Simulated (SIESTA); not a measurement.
Input of a SIESTA 5.4.2 run:

run.py

```python
from ase import Atoms
from ase.calculators.siesta import Siesta
from ase.units import Ry, GPa

atoms = Atoms(
    ['Co', 'Co'],
    cell=[
        [2.4719999032, 0.0, 0.0],
        [-1.2359999516, 2.1408147143, 0.0],
        [0.0, 0.0, 4.02114408],
    ],
    scaled_positions=[
        [0.6666666667, 0.3333333333, 0.75],
        [0.3333333333, 0.6666666667, 0.25],
    ],
    pbc=True,
)

fdf = {
    'SCFMustConverge': False,
    'DM.InitSpin': ['  1   2.000', '  2   2.000'],
    'OccupationFunction': 'FD',
    'ElectronicTemperature': '0.05 eV',
    'MaxSCFIterations': '200',
    'SCF.Mixer.Method': 'Pulay',
    'SCF.Mixer.Weight': '0.1',
    'SCF.Mixer.History': '10',
    'SCF.DM.Tolerance': '5.0e-05',
    'SCF.H.Tolerance': '1.0e-03 eV',
    'WriteForces': 'true',
    'Charge.Mulliken': 'end',
    'BandLinesScale': 'ReciprocalLatticeVectors',
    'BandLines': ['  1    0.000000   0.000000   0.000000  \\Gamma', ' 11    0.500000   0.000000   0.000000  M', '  7    0.333333   0.333333   0.000000  K', ' 13    0.000000   0.000000   0.000000  \\Gamma', '  6    0.000000   0.000000   0.500000  A', ' 11    0.500000   0.000000   0.500000  L', '  7    0.333333   0.333333   0.500000  H', ' 13    0.000000   0.000000   0.500000  A', '  1    0.500000   0.000000   0.500000  L', '  6    0.500000   0.000000   0.000000  M', '  1    0.333333   0.333333   0.000000  K', '  6    0.333333   0.333333   0.500000  H'],
    'PAO.Basis': ['Co.1 4', 'n=3 0 2', '  2.527 0.000', 'n=4 0 2', '  7.356 0.000', 'n=3 1 2', '  2.822 0.000', 'n=3 2 2', '  4.649 0.000'],
}
calc = Siesta(
    label="Co",
    command="siesta < PREFIX.fdf > PREFIX.out",
    pseudo_path="pseudos",
    pseudo_qualifier="",
    xc=('GGA', 'PBE'),
    basis_set="DZ",
    mesh_cutoff=800 * Ry,
    energy_shift=0.003 * Ry,
    kpts=[12, 12, 7],
    spin="collinear",
    fdf_arguments=fdf,
)
atoms.calc = calc

print(f"energy = {atoms.get_potential_energy():.6f} eV")
free = atoms.get_potential_energy(force_consistent=True)
print(f"free energy = {free:.6f} eV")
print("forces (eV/A):")
print(atoms.get_forces(apply_constraint=False).round(6))
print("stress (GPa, Voigt order, tension positive):", (atoms.get_stress() / GPa).round(4))
```

Potentials or basis: PseudoDojo 0.4 standard (PBE files), DZ (energy shift 0.003 Ry; two zetas on semicore shells).

Command:

```sh
$ python run.py
```

Problem. Predict the net moment.

Solution. 3.28 μB per cell.

Problem. Estimate the site moments.

Solution. Co +1.64 μB.

Stress tensor (GPa, compression positive):
```
 -5.21   0.00   0.00
  0.00  -5.21   0.00
  0.00   0.00 -11.54
```

Caveat: the basis has no polarisation orbitals; short orbitals over semicore shells can move pressures by several GPa; the basis of atomic orbitals isn't converged, which shifts pressures, moduli and gaps.
